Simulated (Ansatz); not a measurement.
**CoSi$_{2}$: enthalpy under pressure, worked through**

These are results of DFT PBE, scalar-relativistic, plane waves, PAW in Ansatz 0.2.0, not measurements. Run with 420 eV cutoff, 14×14×14 k-mesh, Gaussian smearing of 0.10 eV, no spin polarisation.

The relaxed crystal:

```
CELL_PARAMETERS angstrom
0.00000 2.67994 2.67994
2.67994 0.00000 2.67994
2.67994 2.67994 0.00000
ATOMIC_POSITIONS crystal
Co 0.00000 0.00000 0.00000
Si 0.25000 0.25000 0.25000
Si 0.75000 0.75000 0.75000
```

Cell and atoms were relaxed at each target pressure within the start's symmetry (Fm-3m), at zero temperature; other phases can be more stable under pressure. H = E + PV with P the target; E is the free energy at the smearing used, whose derivative the pressure is, per atom and counted from zero pressure. Spin polarisation was left out, and a magnetic state may lie lower.

| P (GPa) | V (Å³/atom) | E − E0 (meV) | H − H0 (meV) |
| --- | --- | --- | --- |
| 0 | 12.832 | 0.0 | 0.0 |
| 1 | 12.761 | 0.2 | 79.9 |
| 4 | 12.558 | 3.4 | 316.9 |
| 12 | 12.101 | 25.9 | 932.3 |
| 25 | 11.504 | 93.8 | 1888.9 |
| 50 | 10.665 | 286.3 | 3614.6 |
| 90 | 9.751 | 678.1 | 6155.3 |

Task: Thermodynamics gives dH/dP = V along a relaxed path. Integrate V over P by the trapezoid rule and compare with the computed enthalpies.

Result: With 1 eV/Å³ = 160.22 GPa, each step adds the mean volume times ΔP / 160.22:
| P (GPa) | ∫V dP (meV) | H − H0 (meV) | difference (meV) |
| --- | --- | --- | --- |
| 1 | 79.9 | 79.9 | 0.0 |
| 4 | 316.9 | 316.9 | 0.0 |
| 12 | 932.6 | 932.3 | 0.3 |
| 25 | 1890.2 | 1888.9 | 1.3 |
| 50 | 3619.8 | 3614.6 | 5.2 |
| 90 | 6168.2 | 6155.3 | 12.9 |

V(P) curves upward, so the trapezoid rule runs high; integrating a smooth curve through the same points puts that excess at about 13.1 meV at 90 GPa, against the 12.9 meV found.

Task: At 90 GPa, how much of the enthalpy change is stored energy and how much is the PV term?

Result: E rises by 678 meV/atom and PV is 90 × 9.751 / 160.22 = 5477 meV/atom, so PV makes 89 % of ΔH. So between rival structures at high pressure a small difference in volume can outweigh the difference in energy: 1 % of this volume is worth 54.8 meV/atom at this pressure.

Task: What bulk modulus do the lowest pressures give?

Result: From the pressures that the runs reached, -1.00 GPa (12.904 Å³) and 1.01 GPa (12.761 Å³), B = −ΔP/Δln V = 2.01 / 0.0112 = 179 GPa, a mean over that range.